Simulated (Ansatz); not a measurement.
A plane-wave DFT run in Ansatz 0.2.0 (scalar-relativistic PAW potentials unless the input names others): input and command.

```yaml
crystal:
  lattice:
    - [-3.469663098, 3.469663098, 3.469663098]
    - [3.469663098, -3.469663098, 3.469663098]
    - [3.469663098, 3.469663098, -3.469663098]
  atoms:
    - { symbol: Ge, position: [0.5, 0.0, 0.8158064515] }
    - { symbol: Ge, position: [0.7958385093, 0.5, 0.0] }
    - { symbol: Ge, position: [0.0, 0.7958385093, 0.5] }
    - { symbol: Ge, position: [0.7041614907, 0.7041614907, 0.7041614907] }
    - { symbol: Ge, position: [0.5, 0.0, 0.2041614907] }
    - { symbol: Ge, position: [0.2041614907, 0.5, 0.0] }
    - { symbol: Ge, position: [0.0, 0.2041614907, 0.5] }
    - { symbol: Ge, position: [0.2958385093, 0.2958385093, 0.2958385093] }
basis:
  ecutwfc: 420
kpoints:
  mp_grid: { grid: [8, 8, 8] }
hamiltonian:
  xc: pbesol
scf:
  occupations: { method: gaussian, width: 0.15 }
  initial_density: { chi_scale: 0.0 }
  lower_state_search: light
output:
  forces: true
  eigenvalues: true
  stress: true
```

```bash
ansatz run input.yaml --threads 2 --pin off --max-ram 5120MiB --backend cpu --events-out ev --progress --plain --runs-dir out
```

Abridged log:
```
Basis set: ecut = 420 eV, 3319 PW (Γ), exchange–correlation on 90×90×90 points (8 copies of the dense FFT grid, shifted against one another)
Bands: 68, of which v1, the nominal top of the filled ones, is band 56 counted from 1 (55 counted from 0)
Symmetry: 3 space group operations
k-points: 90 of 512 (time reversal used)
SCF iter   1: F=—  HF=-34027.244850 eV  |F-HF|=—  |Δ(HF+E_count)|=         —  Δρ=3.22e-2  dr2=1.39e0  ethr=3.10e-3  ⟨swp⟩=5.4  Hψ=21279  notcnv=0
SCF iter   2: F=—  HF=-34027.117497 eV  |F-HF|=—  |Δ(HF+E_count)|=   1.27e-1  Δρ=2.07e-2  dr2=6.24e-1  ethr=1.24e-3  ⟨swp⟩=1.0  Hψ=7111  notcnv=0  defer=9
SCF iter   3: F=—  HF=-34027.006675 eV  |F-HF|=—  |Δ(HF+E_count)|=   1.11e-1  Δρ=3.29e-3  dr2=2.08e-2  ethr=5.57e-4  ⟨swp⟩=2.2  Hψ=8035  notcnv=0  defer=9
SCF iter   4: F=—  HF=-34026.998454 eV  |F-HF|=—  |Δ(HF+E_count)|=   8.22e-3  Δρ=1.83e-3  dr2=7.37e-3  ethr=1.86e-5  ⟨swp⟩=2.0  Hψ=9984  notcnv=0  defer=12
SCF iter   5: F=—  HF=-34026.998222 eV  |F-HF|=—  |Δ(HF+E_count)|=   2.32e-4  Δρ=4.91e-4  dr2=5.14e-4  ethr=6.58e-6  ⟨swp⟩=2.0  Hψ=10809  notcnv=0  defer=12
SCF iter   6: F=—  HF=-34026.998248 eV  |F-HF|=—  |Δ(HF+E_count)|=   2.57e-5  Δρ=8.93e-5  dr2=1.74e-5  ethr=4.59e-7  ⟨swp⟩=2.9  Hψ=11362  notcnv=0  defer=12
SCF iter   7: F=—  HF=-34026.998294 eV  |F-HF|=—  |Δ(HF+E_count)|=   4.61e-5  Δρ=4.52e-5  dr2=3.26e-6  ethr=1.56e-8  ⟨swp⟩=2.0  Hψ=10956  notcnv=0  defer=150
SCF iter   8: F=—  HF=-34026.998291 eV  |F-HF|=—  |Δ(HF+E_count)|=   3.50e-6  Δρ=1.38e-5  dr2=6.89e-7  ethr=2.91e-9  ⟨swp⟩=2.0  Hψ=10815  notcnv=0  defer=155
SCF iter   9: F=-34026.998291 eV  HF=-34026.998291 eV  |F-HF|=4.13e-8  |Δ(HF+E_count)|=  7.28e-11  Δρ=4.18e-6  dr2=8.94e-8  ethr=8.93e-11  ⟨swp⟩=8.2  Hψ=23393  notcnv=0
SCF 1 converged in 9 iterations: F = -34026.998291 eV  dr2 = 8.94e-8
SCF converged after 9 iterations
Free energy (F): -34026.998291 eV
Harris-Foulkes:  -34026.998291 eV  (|F-HF|=4.13e-8)
Internal energy: -34026.984024 eV  (E = F + TS)
E sigma→0 (E₀):  -34026.991157 eV
Entropy (-TS):   -0.014266 eV (-1.783 meV/atom)
Fermi energy:    9.423191 eV
--- Forces (eV/Å), atoms counted from 1 ---
  atom   1  Ge    -0.66563950    -0.66563950     0.66563950
  atom   2  Ge    -0.06815766     0.03187319    -0.11250136
  atom   3  Ge     0.03187319     0.11250136     0.06815766
  atom   4  Ge     0.11250136    -0.06815766    -0.03187319
  atom   5  Ge     0.53506843     0.53506843    -0.53506843
  atom   6  Ge     0.01053574     0.01224004    -0.03157735
  atom   7  Ge     0.01224004     0.03157735    -0.01053574
  atom   8  Ge     0.03157735     0.01053574    -0.01224004
--- Stress (GPa, compression-positive) ---
        0.451969       0.836184      -0.836184
        0.836184       0.451969      -0.836184
       -0.836184      -0.836184       0.451969
  P = ⅓ Tr σ = 0.4520 GPa (4.520 kbar)
```

Apart from outputs and empty bands, the input differs from a reference run on usual settings in scf.initial_density.chi_scale: not typed → 0.0; scf.lower_state_search: not typed → "light". The reference, at the same geometry (not necessarily relaxed), gave pressure 0.45 GPa, largest force 1.153 eV/Å, no gap on the mesh. This run converged in 9 SCF iterations (reference: 8) with an energy at zero smearing within 0.01 meV/atom of the reference's, pressure 0.45 GPa, largest force 1.153 eV/Å, no gap on the mesh.

The run took 50 s on 2 threads of Arm Neoverse V2, with other jobs on the host, peak memory 0.9 GiB.